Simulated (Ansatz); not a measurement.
## TiO2: band structure with BLYP

TiO2:

```xyz
12
Lattice="4.8127 0.0000 0.0000 0.0000 4.8719 0.0000 -0.8629 0.0000 4.9666" Properties=species:S:1:pos:R:3 pbc="T T T"
Ti    1.1513    0.2573    1.0586
Ti    3.2300    2.6932    1.4247
Ti    2.7985    4.6146    3.9080
Ti    0.7198    2.1787    3.5419
O    -0.4276    0.8622    4.2293
O     3.9459    3.2981    3.2206
O     4.3774    4.0097    0.7373
O     0.0039    1.5738    1.7460
O     1.7406    3.6911    2.3183
O     2.6406    1.2552    0.1650
O     2.2092    1.1808    2.6483
O     1.3092    3.6167    4.8016
```

The cell comes from a database or a generator and needn't be the stable form of this composition.

- Program: Ansatz 0.2.0
- Task: band structure
- Functional: BLYP
- Potentials or basis: Ansatz PAW
- Cutoff: 420 eV (not typed: the program's choice for these potentials)
- k mesh: 6 × 6 × 6
- Occupations: fermi-dirac, width 0.05 eV
- Spin: no spin polarisation
- Path: [["G", "Y", "H", "C", "E", "M1", "A", "X", "H1"], ["M", "D", "Z"], ["Y", "D"]]
- Points for each segment of the path: 10

| Item | Value |
| --- | --- |
| Pressure | 10.7 GPa |
| Largest force | 0.125 eV/Å |
| Band gap on the k mesh | 2.31 eV, indirect (least direct gap 2.38 eV) |
| Band gap along the path | 2.31 eV, indirect (least direct gap 2.36 eV) |

Forces on the atoms (eV/Å):
```
Ti  -0.020  0.018  0.088
Ti   0.020  0.018 -0.088
Ti   0.020 -0.018 -0.088
Ti  -0.020 -0.018  0.088
O   -0.025  0.058 -0.108
O    0.025  0.058  0.108
O    0.025 -0.058  0.108
O   -0.025 -0.058 -0.108
O   -0.087  0.016 -0.013
O    0.087  0.016  0.013
O    0.087 -0.016  0.013
O   -0.087 -0.016 -0.013
```

Stress tensor (GPa, compression positive):
```
10.58  0.00  0.29
 0.00 10.42  0.00
 0.29  0.00 10.99
```

Levels at the corners of the path, in eV from the valence-band top:
```tsv
point	band 45	band 46	band 47	band 48	band 49	band 50	band 51	band 52
Γ	-0.65	-0.55	0.00	0.00	2.45	2.54	2.90	3.00
Y	-1.04	-1.04	-0.40	-0.40	2.64	2.64	2.84	2.84
H	-1.11	-0.84	-0.75	-0.41	2.38	2.38	3.14	3.26
C	-1.06	-1.06	-0.61	-0.61	2.37	2.37	3.25	3.25
E	-1.15	-1.15	-0.89	-0.89	2.56	2.56	2.89	2.89
M1	-1.16	-1.16	-0.83	-0.83	2.57	2.57	2.87	2.87
A	-0.95	-0.95	-0.73	-0.73	2.70	2.70	2.96	2.96
X	-0.83	-0.72	-0.49	-0.06	2.31	2.86	2.86	2.99
H1	-1.11	-0.84	-0.75	-0.41	2.38	2.38	3.14	3.26
M	-1.16	-1.16	-0.83	-0.83	2.57	2.57	2.87	2.87
D	-1.09	-1.09	-0.82	-0.82	2.67	2.67	2.79	2.79
Z	-0.92	-0.92	-0.36	-0.36	2.83	2.83	3.15	3.15
Y	-1.04	-1.04	-0.40	-0.40	2.64	2.64	2.84	2.84
D	-1.09	-1.09	-0.82	-0.82	2.67	2.67	2.79	2.79
```

It took 24 s on 4 threads of Arm Neoverse V1, on a shared host, peak memory 0.86 GiB.

Caveat: the pressure holds a Pulay correction of +1.0 GPa for the finite cutoff; the PAW data sets come from PBE, with cores solved anew for the run's functional, which leaves a small shift of forces and pressure.
